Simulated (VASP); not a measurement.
# HfC (P6_3/mmc) in VASP: a series of runs

One crystal, HfC, is run at these levels: PBEsol; tasks: relaxation of cell and atoms, single point, relaxation of shape and atoms at fixed volume.

Program: VASP 6.6.1. These are calculated values, not measurements. Logs are shortened: lines on timing, memory, paths and dates and some standing lists are left out, and cuts for length are marked.

## (1) The structure

Symmetry: P6_3/mmc, No. 194, hexagonal system. Conventional cell: a = 3.426 Å, b = 3.426 Å, c = 4.774 Å, α = 90.00°, β = 90.00°, γ = 120.00°. Hf (site symmetry -3m) is surrounded by 6 C at 2.31 Å and 2 Hf at 2.39 Å. C (site symmetry -6m2) is surrounded by 6 Hf at 2.31 Å.

The cell comes from a database or a generator and needn't be the stable form of this composition.

## (2) Relaxation of cell and atoms, PBEsol

INCAR

```
PREC = Accurate ; ENCUT = 600
EDIFF = 1E-7 ; ISMEAR = 0
SIGMA = 0.05 ; LREAL = False
LASPH = True ; NELM = 100
ALGO = Normal ; ISIF = 3
LWAVE = False ; LCHARG = False
GGA = PS ; IBRION = 2
NSW = 80 ; EDIFFG = -0.01
```

KPOINTS

```
regular mesh
0
Gamma
  10 10 6
```

POSCAR

```
HfC
1.0
    3.4255396858      0.0000000000      0.0000000000
   -1.7127698429      2.9666043895      0.0000000000
    0.0000000000      0.0000000000      4.7743636847
Hf C
2 2
Direct
    0.0000000000      0.0000000000      0.0000000000
    0.0000000000      0.0000000000      0.5000000000
    0.3333333333      0.6666666667      0.2500000000
    0.6666666667      0.3333333333      0.7500000000
```

Potentials or basis: VASP PAW PBE potentials, release 64 (Hf_pv, C).

Started as:

```
> cat potpaw_PBE.64/Hf_pv/POTCAR potpaw_PBE.64/C/POTCAR > POTCAR
> mpirun -np 1 vasp_std > vasp.out
```

OUTCAR:

```text
PREC = Accurate
   ENCUT = 600
   EDIFF = 1E-7
   ISMEAR = 0
   LREAL = False
   LASPH = True
   NELM = 100
   ISIF = 3
   GGA = PS
   IBRION = 2
   NSW = 80
   EDIFFG = -0.01

 ion  position               nearest neighbor table
   1  0.000  0.000  0.000-   3 2.31   4 2.31   3 2.31   4 2.31   4 2.31   3 2.31   2 2.39   2 2.39

   2  0.000  0.000  0.500-   3 2.31   4 2.31   3 2.31   4 2.31   4 2.31   3 2.31   1 2.39   1 2.39

   3  0.333  0.667  0.250-   1 2.31   2 2.31   1 2.31   2 2.31   1 2.31   2 2.31
   4  0.667  0.333  0.750-   1 2.31   2 2.31   1 2.31   2 2.31   1 2.31   2 2.31

  LATTYP: Found a hexagonal cell.
 ALAT       =     3.4255396858
 C/A-ratio  =     1.3937551810

  Lattice vectors:

 A1 = (   3.4255396858,   0.0000000000,   0.0000000000)
 A2 = (  -1.7127698429,   2.9666043895,   0.0000000000)
 A3 = (   0.0000000000,   0.0000000000,   4.7743636847)

Analysis of symmetry for initial positions (statically):
=====================================================================
 Subroutine PRICEL returns:
 Original cell was already a primitive cell.

 Routine SETGRP: Setting up the symmetry group for a
 hexagonal supercell.

 Subroutine GETGRP returns: Found 24 space group operations
 (whereof 12 operations were pure point group operations)
 out of a pool of 24 trial point group operations.

The static configuration has the point symmetry D_3d.
 The point group associated with its full space group is D_6h.

Analysis of symmetry for dynamics (positions and initial velocities):
=====================================================================
 Subroutine PRICEL returns:
 Original cell was already a primitive cell.

 Routine SETGRP: Setting up the symmetry group for a
 hexagonal supercell.

 Subroutine GETGRP returns: Found 24 space group operations
 (whereof 12 operations were pure point group operations)
 out of a pool of 24 trial point group operations.

The dynamic configuration has the point symmetry D_3d.
 The point group associated with its full space group is D_6h.

 Subroutine INISYM returns: Found 24 space group operations
 (whereof 12 operations are pure point group operations),
 and found     1 'primitive' translations

----------------------------------------------------------------------------------------

                                     Primitive cell

  volume of cell :      48.5181

  direct lattice vectors                    reciprocal lattice vectors
     3.425539686  0.000000000  0.000000000     0.291924804  0.168542864  0.000000000
    -1.712769843  2.966604390  0.000000000     0.000000000  0.337085728  0.000000000
     0.000000000  0.000000000  4.774363685     0.000000000  0.000000000  0.209451995

  length of vectors
     3.425539686  3.425539686  4.774363685     0.337085728  0.337085728  0.209451995

  position of ions in fractional coordinates (direct lattice)
     0.000000000  0.000000000  0.000000000
     0.000000000  0.000000000  0.500000000
     0.333333333  0.666666667  0.250000000
     0.666666667  0.333333333  0.750000000

  ion indices of the primitive-cell ions
   primitive index   ion index
                 1           1
                 2           2
                 3           3
                 4           4

----------------------------------------------------------------------------------------

 KPOINTS: regular mesh

Automatic generation of k-mesh.
 Grid dimensions read from file:
 generate k-points for:   10   10    6

 Generating k-lattice:

  Cartesian coordinates                     Fractional coordinates (reciprocal lattice)
     0.029192480  0.016854286  0.000000000     0.100000000 -0.000000000  0.000000000
     0.000000000  0.033708573  0.000000000     0.000000000  0.100000000  0.000000000
     0.000000000  0.000000000  0.034908666     0.000000000  0.000000000  0.166666667

  Length of vectors
     0.033708573  0.033708573  0.034908666

  Shift w.r.t. Gamma in fractional coordinates (k-lattice)
     0.000000000  0.000000000  0.000000000

 Subroutine IBZKPT returns following result:
 ===========================================

 Found     56 irreducible k-points:

 Following reciprocal coordinates:
            Coordinates               Weight
  0.000000  0.000000  0.000000      1.000000
  0.100000  0.000000  0.000000      6.000000
  0.200000  0.000000  0.000000      6.000000
  0.300000  0.000000  0.000000      6.000000
  0.400000  0.000000  0.000000      6.000000
  0.500000  0.000000  0.000000      3.000000
[... 16 lines left out ...]
  0.300000  0.100000  0.166667     24.000000
  0.400000  0.100000  0.166667     24.000000
 [... further k-points ...]
   k-points           NKPTS =     56   k-points in BZ     NKDIM =     56   number of bands    NBANDS=     18
   number of dos      NEDOS =    301   number of ions     NIONS =      4
   total plane-waves  NPLWV =  31360
   dimension x,y,z NGX =    28 NGY =   28 NGZ =   40
   dimension x,y,z NGXF=    56 NGYF=   56 NGZF=   80
   ions per type =               2   2
   NGX,Y,Z   is equivalent  to a cutoff of  13.59, 13.59, 13.93 a.u.
   NGXF,Y,Z  is equivalent  to a cutoff of  27.18, 27.18, 27.86 a.u.
 SYSTEM =  unknown system
   PREC   = accura    normal or accurate (medium, high low for compatibility)
   ISTART =      0    job   : 0-new  1-cont  2-samecut
   ICHARG =      2    charge: 1-file 2-atom 10-const
   ISPIN  =      1    spin polarized calculation?
   LNONCOLLINEAR =      F non collinear calculations
   LSORBIT =      F    spin-orbit coupling
   LASPH  =      T    aspherical Exc in radial PAW
   ENCUT  =  600.0 eV  44.10 Ry    6.64 a.u.   6.84  6.84  9.54*2*pi/ulx,y,z
   NELM   =    100;   NELMIN=  2; NELMDL= -5     # of ELM steps
   EDIFF  = 0.1E-06   stopping-criterion for ELM
   LREAL  =      F    real-space projection
   EDIFFG = -.1E-01   stopping-criterion for IOM
   NSW    =     80    number of steps for IOM
   IBRION =      2    ionic relax: 0-MD 1-quasi-New 2-CG
   NFREE  =      1    steps in history (QN), initial steepest desc. (CG)
   ISIF   =      3    stress and relaxation
   ISYM   =      2    0-nonsym 1-usesym 2-fastsym
   POTIM  = 0.5000    time-step for ionic-motion
   TEBEG  =    0.0;   TEEND  =   0.0 temperature during run
   PSTRESS=    0.0 pullay stress
   NELECT =      28.0000    total number of electrons
   NUPDOWN=      -1.0000    fix difference up-down
   EMIN   =  10.00;   EMAX   =-10.00  energy-range for DOS
   EFERMI =   0.00;   METHOD = LEGACY
   ISMEAR =     0;   SIGMA  =   0.05  broadening in eV -4-tet -1-fermi 0-gaus
   EFERMI_NEDOS =   21; number of points for ismear=-14 and -15
   IALGO  =     38    algorithm
   IMIX   =      4    mixing-type and parameters
     AMIX     =   0.40;   BMIX     =  1.00
     AMIX_MAG =   1.60;   BMIX_MAG =  1.00
  volume/ion in A,a.u.               =      12.13        81.85
  Fermi-wavevector in a.u.,A,eV,Ry     =   1.362990  2.575678 25.276126  1.857743
  Thomas-Fermi vector in A             =   2.489432
   LORBIT       =      0    0 simple, 1 ext, 2 COOP (PROOUT), +10 PAW based schemes
   GGA     = PS    functional components
   LHFCALC =     F    Hartree Fock is set to
   AEXX    =    0.0000 exact exchange contribution
   IVDW    =     0    specifies the selected vdW correction
   LEPSILON=     F    determine dielectric tensor
   LRPA    =     F    only Hartree local field effects (RPA)
 conjugate gradient relaxation of ions
 non-spin polarized calculation
 Gauss-broadening in eV      SIGMA  =   0.05
  energy-cutoff  :      600.00
  volume of cell :       48.52
 maximum number of plane-waves:      1639
 NGX is ok and might be reduce to    28
   NGX = 13   NGY = 13   NGZ = 19

--------------------------------------- Ionic step        1  -------------------------------------------

 number of electron      28.0000000 magnetization

 Free energy of the ion-electron system (eV)
  ---------------------------------------------------
  ext. energy  EPLUGINS =         0.00000000
  ---------------------------------------------------
  free energy    TOTEN  =       -38.77984663 eV

  energy without entropy =      -38.77668175  energy(sigma->0) =      -38.77826419

------------------------ aborting loop because EDIFF is reached ----------------------------------------

  FORCE on cell =-STRESS in cart. coord.  units (eV):
  Direction    XX          YY          ZZ          XY          YZ          ZX
  --------------------------------------------------------------------------------------
  -------------------------------------------------------------------------------------
  Total       -4.5646116     -4.5646116     32.0832529      0.0000000      0.0000000      0.0000000
  in kB     -150.7336715   -150.7336715   1059.4606735      0.0000000      0.0000000      0.0000000
  external PRESSURE =     252.6644435 kB  Pullay stress =       0.0000000 kB
[... 289 lines left out ...]
  energy  without entropy=      -42.1522508011  energy(sigma->0) =      -42.15294253

--------------------------------------- Ionic step        9  -------------------------------------------

 number of electron      28.0000001 magnetization

 Free energy of the ion-electron system (eV)
  ---------------------------------------------------
  ext. energy  EPLUGINS =         0.00000000
  ---------------------------------------------------
  free energy    TOTEN  =       -42.15423040 eV

  energy without entropy =      -42.15296826  energy(sigma->0) =      -42.15359933

 E-fermi :   5.4546     XC(G=0): -12.2461

 val. band max:        5.4075055343   @ k =   0.1000   0.0000   0.0000
 cond. band min:       5.4802839046   @ k =   0.2000   0.1000   0.0000
 fundamental gap:      0.0727783703
 Fermi energy:         5.4545593442

 k-point     1 :       0.0000    0.0000    0.0000
  band No.  band energies     occupation
      1     -24.9489      2.00000
      2     -24.1393      2.00000
      3     -24.1393      2.00000
      4     -24.0134      2.00000
      5     -24.0134      2.00000
      6     -23.7541      2.00000
[... 10 lines left out ...]
     17       7.5676      0.00000
     18       7.7016      0.00000
[... 466 lines left out ...]
      2     -24.7077      2.00000
      3     -24.5430      2.00000
      4     -24.3060      2.00000
      5     -24.1786      2.00000
      6     -23.7626      2.00000
[... 10 lines left out ...]
     17      10.3066      0.00000
     18      11.2298      0.00000

 [... further k-points ...]

------------------------ aborting loop because EDIFF is reached ----------------------------------------

  FORCE on cell =-STRESS in cart. coord.  units (eV):
  Direction    XX          YY          ZZ          XY          YZ          ZX
  --------------------------------------------------------------------------------------
  -------------------------------------------------------------------------------------
  Total        0.0074654      0.0074654      0.0041982      0.0000000     -0.0000000      0.0000000
  in kB        0.2316677      0.2316677      0.1302780      0.0000000     -0.0000000      0.0000000
  external PRESSURE =       0.1978711 kB  Pullay stress =       0.0000000 kB
[... 19 lines left out ...]
  FREE ENERGIE OF THE ION-ELECTRON SYSTEM (eV)
  ---------------------------------------------------
  free  energy   TOTEN  =       -42.1542303986 eV

  energy  without entropy=      -42.1529682589  energy(sigma->0) =      -42.15359933

 reached required accuracy - stopping structural energy minimisation
```

Run time: 2.3 min. Hardware: 1 thread of Intel Xeon 6975P-C (Granite Rapids), shared host; peak memory 0.22 GiB.

Results:

```yaml
Free_energy: -42.1542 eV
Relaxed_volume: 12.91 Å³/atom
Relaxed_cell: a = 3.231 Å, b = 3.231 Å, c = 5.712 Å, α = 90.00°, β = 90.00°, γ = 120.00°
Space_group_after_relaxing_to_0.05_Å: P6_3/mmc (No. 194)
Energy_gained_by_relaxing: 843.6 meV/atom
Ionic_steps: 9
Pressure_after_relaxing: 0.0 GPa
Band_gap_on_the_k_mesh: none (metal or under the smearing width)
```

Step by step:
```
step  energy change (eV)  largest force (eV/Å)  pressure (GPa)  volume (Å³)
   1              0.0000                0.0000           25.27        48.52
   2             -1.3794                0.0000          -27.70        60.09
   3             -3.2037                0.0000          -13.52        55.36
   4             -3.2168                0.0000          -11.54        54.90
   5             -3.2018                0.0000           13.69        48.73
   6             -3.3737                0.0000           -0.78        51.79
   7             -3.3738                0.0000           -0.54        51.73
   8             -3.3738                0.0000            0.56        51.53
   9             -3.3744                0.0000            0.02        51.63
```

Final structure:
```
Hf C
1.0
     3.23078    0.00000    0.00000
    -1.61539    2.79794    0.00000
     0.00000    0.00000    5.71153
Hf C
2 2
Cartesian
  -1.6154 2.7979 5.7115
  0.0000 0.0000 2.8558
  0.0000 1.8653 1.4279
  1.6154 0.9326 4.2837
```

Caveat: the PAW data sets were made with another functional, which shifts forces and pressure a little.

## (3) Single point, PBEsol

This run uses another cell than the first one, of 12.68 Å³/atom, 1.046 times its volume.

INCAR

```
SYSTEM = HfC
ALGO = Normal
EDIFF = 1E-6
ENCUT = 520
GGA = PS
ISIF = 2
ISMEAR = 0
LASPH = .TRUE.
LCHARG = .FALSE.
LREAL = .FALSE.
LWAVE = .FALSE.
NBANDS = 22
NELM = 100
PREC = Accurate
SIGMA = 0.05
```

KPOINTS

```
k-points
0
G
  10 10 6
  0 0 0
```

POSCAR

```
HfC
1.0
    3.2093619960      0.0000000000      0.0000000000
   -1.6046809980      2.7793890185      0.0000000000
    0.0000000000      0.0000000000      5.6879719477
Hf C
2 2
Direct
    0.0000000000      0.0000000000      0.0000000000
    0.0000000000      0.0000000000      0.5000000000
    0.3333333333      0.6666666667      0.2500000000
    0.6666666667      0.3333333333      0.7500000000
```

Potentials or basis: VASP PAW PBE potentials, release 64 (Hf_pv, C).

Started as:

```
> cat potpaw_PBE.64/Hf_pv/POTCAR potpaw_PBE.64/C/POTCAR > POTCAR
> mpirun -np 1 vasp_std > vasp.out
```

Wall time 18 s (1 thread of Intel Xeon 6975P-C (Granite Rapids), shared host); peak memory 0.19 GiB.

It converged, with:

- Free energy: -42.1426 eV
- Pressure: 4.2 GPa
- Band gap on the k mesh: none (metal or under the smearing width)

Stress tensor (GPa, compression positive):
```
4.29 0.00 0.00
0.00 4.29 0.00
0.00 0.00 3.96
```

Levels at points of the mesh, in eV from the Fermi level:
| k point | band 12 | band 13 | band 14 | band 15 | band 16 | band 17 |
| --- | --- | --- | --- | --- | --- | --- |
| (0.00, 0.00, 0.00) | -1.28 | 0.85 | 1.49 | 1.49 | 2.15 | 2.15 |
| (0.50, 0.00, 0.00) | -1.82 | -1.17 | -0.90 | 0.44 | 2.06 | 5.74 |
| (0.00, 0.00, 0.50) | -1.18 | -1.18 | -1.18 | 2.99 | 2.99 | 3.28 |
| (0.50, 0.00, 0.50) | -1.89 | -1.37 | -1.37 | 1.14 | 1.14 | 6.17 |

Caveat: the PAW data sets were made with another functional, which shifts forces and pressure a little.

(Continued in part 2 of 2.)
